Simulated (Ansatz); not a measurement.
# Ca: how the settings move a single-point run

How sensitive is a single-point run of Ca to its settings? A reference run comes first, then two runs with altered input.

Method: reference: DFT, PBE, all-electron LAPW, scalar-relativistic, in Ansatz 0.2.0.

## (1) The structure to begin with

It takes space group Cmce (No. 64, orthorhombic). Conventional cell: a = 6.926 Å, b = 7.339 Å, c = 7.009 Å, α = 90.00°, β = 90.00°, γ = 90.00°. Ca (site symmetry m) is surrounded by 7 Ca at 3.54 to 3.75 Å.

Coordinates:

```cif
data_structure
_symmetry_space_group_name_H-M 'Cmce'
_symmetry_Int_Tables_number 64
_cell_length_a 6.9259
_cell_length_b 7.3390
_cell_length_c 7.0091
_cell_angle_alpha 90.000
_cell_angle_beta 90.000
_cell_angle_gamma 90.000
_cell_volume 356.27
loop_
_atom_site_label
_atom_site_type_symbol
_atom_site_symmetry_multiplicity
_atom_site_Wyckoff_symbol
_atom_site_fract_x
_atom_site_fract_y
_atom_site_fract_z
_atom_site_occupancy
Ca1 Ca 8 f 0.50000 0.33821 0.19651 1
```

## (2) Baseline

The input, input.yaml:

```yaml
crystal:
  lattice:
    - [3.4629657, -3.66949151, 0.0]
    - [3.4629657, 3.66949151, 0.0]
    - [0.0, 0.0, 7.00911965]
  atoms:
    - { symbol: Ca, position: [0.16178946, 0.83821054, 0.19651411] }
    - { symbol: Ca, position: [0.83821054, 0.16178946, 0.80348589] }
    - { symbol: Ca, position: [0.33821054, 0.66178946, 0.69651411] }
    - { symbol: Ca, position: [0.66178946, 0.33821054, 0.30348589] }
kpoints:
  mp_grid: { grid: [7, 7, 5] }
  band_path:
    path:
      - [0.0, 0.0, 0.0]
      - [-0.5, 0.5, 0.0]
      - [-0.4726509816, 0.5273490184, 0.0]
      - [0.4726509816, 0.4726509816, 0.0]
      - [0.0, 0.0, 0.0]
      - [0.0, 0.0, 0.5]
      - [0.4726509816, 0.4726509816, 0.5]
      - [-0.4726509816, 0.5273490184, 0.5]
      - [-0.5, 0.5, 0.5]
    npoints: 14
scf:
  occupations: { method: fermi_dirac, width: 0.03 }
hamiltonian:
  xc: pbe
  pseudopotentials: { kind: all_electron, lapw: { basis_error: 0.001 } }
output:
  forces: true
  stress: true
  eigenvalues: true
  fatbands: true
  populations: true
  dos: { projected: true, de: 0.2, e_range: [-14, 8] }
```

Started as:

```bash
> ansatz run input.yaml --threads 1 --pin off --max-ram 4096MiB --backend cpu --events-out ev --progress --plain --runs-dir out
```

## (3) Changed: mp_grid.grid [10, 10, 8], preconditioner kerker_dos, spin_polarized true

Changes to input.yaml since step 2:

```diff
@@ -11,3 +11,3 @@
 kpoints:
-  mp_grid: { grid: [7, 7, 5] }
+  mp_grid: { grid: [10, 10, 8] }
   band_path:
@@ -26,2 +26,3 @@
   occupations: { method: fermi_dirac, width: 0.03 }
+  mixing: { preconditioner: kerker_dos }
 hamiltonian:
@@ -33,4 +34,4 @@
   eigenvalues: true
-  fatbands: true
   populations: true
-  dos: { projected: true, de: 0.2, e_range: [-14, 8] }
+magnetization:
+  spin_polarized: true
```

## (4) Changed: occupations.method tetrahedron, spin_polarized true, width left out

Changes to input.yaml since step 2:

```diff
@@ -25,3 +25,3 @@
 scf:
-  occupations: { method: fermi_dirac, width: 0.03 }
+  occupations: { method: tetrahedron }
 hamiltonian:
@@ -33,4 +33,4 @@
   eigenvalues: true
-  fatbands: true
   populations: true
-  dos: { projected: true, de: 0.2, e_range: [-14, 8] }
+magnetization:
+  spin_polarized: true
```

**Question.** What will these runs give? Wanted: for each run, ending; energy change; pressure; gap; force.

As calculated:

```tsv
run	ending	energy change	pressure (GPa)	gap (eV)	force (eV/Å)	cycles	time
reference	converged	0	-0.2	0.00	0.04	8	46 s
1: mp_grid.grid [10, 10, 8], preconditioner kerker_dos, spin_polarized true	converged	+0.7 meV/atom	-0.2	0.00	0.04	12	2.7 min
2: occupations.method tetrahedron, spin_polarized true, width left out	converged	+0.2 meV/atom (σ→0)	-0.3	0.00	0.03	11	76 s
```

Times don't compare one to one where runs were asked for different outputs or read a saved state (see the inputs); cycles may leave out searches for a lower state.

Residual by cycle in the longest SCF loop of each run; runs are numbered as in the table. The quantity is the density residual dr2, in eV.

```tsv
cycle	reference	run 1	run 2
1	0.0967	0.0911	0.093
2	0.0657	0.0699	0.0758
3	0.0176	0.0495	0.0504
4	9.7e-4	0.0194	0.0193
5	4.5e-5	0.0132	0.0112
6	7.1e-6	0.00182	0.00275
7	2.5e-7	7.3e-5	6.0e-5
8	4.7e-8	2.1e-5	8.1e-6
9	-	6.3e-6	2.4e-6
10	-	1.9e-6	9.7e-7
11	-	1.2e-7	5.4e-8
12	-	9.8e-9	-
```

What this shows: The pressure spans -0.3 to -0.2 GPa over the reference and the converged variants. Of the variants the dearest is «mp_grid.grid [10, 10, 8], preconditioner kerker_dos, spin_polarized true» (2.7 min), the cheapest «occupations.method tetrahedron, spin_polarized true, width left out» (76 s), on a shared host.
